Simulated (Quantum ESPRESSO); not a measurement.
## NiO in Quantum ESPRESSO: the effect of Hubbard term

NiO:

```
Ni O
1.0
     0.00000    2.08590    2.08590
     2.08590    0.00000    2.08590
     2.08590    2.08590    0.00000
Ni O
1 1
Cartesian
  0.0000 0.0000 0.0000
  2.0859 2.0859 2.0859
```

Alike in all runs:

```yaml
Program: Quantum ESPRESSO 7.5
Task: Hubbard U by linear response
Functional: PBE
Potentials_or_basis: GBRV 1.5 PBE
Cutoff: 612 eV
Density_cutoff: 4898 eV
k_mesh: 6 × 6 × 6
Occupations: fermi-dirac, width 0.05 eV
Spin: collinear spin, ferromagnetic start
Starting_moments: "[1.0, 0.0] μB"
Start_of_the_occupations: default
Hubbard_projectors: ortho-atomic
Mixing_beta: 0.3
Most_SCF_iterations: 120
SCF_threshold: 4e-10 Ry
q_mesh: 2 × 2 × 2
```

One run gave: gap on the mesh 0.16 eV; pressure 11.2 GPa; moment 1.99 μB. Which Hubbard term did it use?
A. Ni d U = 8.0 eV
B. Ni d U = 0.0001 eV
C. Ni d U = 4.0 eV
D. Ni d U = 6.0 eV
E. Ni d U = 2.0 eV

E.

| Hubbard term | gap on the mesh (eV) | pressure (GPa) | moment (μB) |
| --- | --- | --- | --- |
| Ni d U = 0.0001 eV | none | -2.1 | 0.00 |
| Ni d U = 2.0 eV | 0.16 | 11.2 | 1.99 |
| Ni d U = 4.0 eV | 1.15 | 13.2 | 2.00 |
| Ni d U = 6.0 eV | 2.12 | 15.4 | 2.00 |
| Ni d U = 8.0 eV | 2.44 | 17.8 | 2.00 |

Caveats: all runs use coarse meshes; a cell with one magnetic atom can't hold antiferromagnetic order, which such compounds often take (some runs).

A k mesh can miss the band edges.

A gap of «none» marks a metal or a gap under the smearing width.
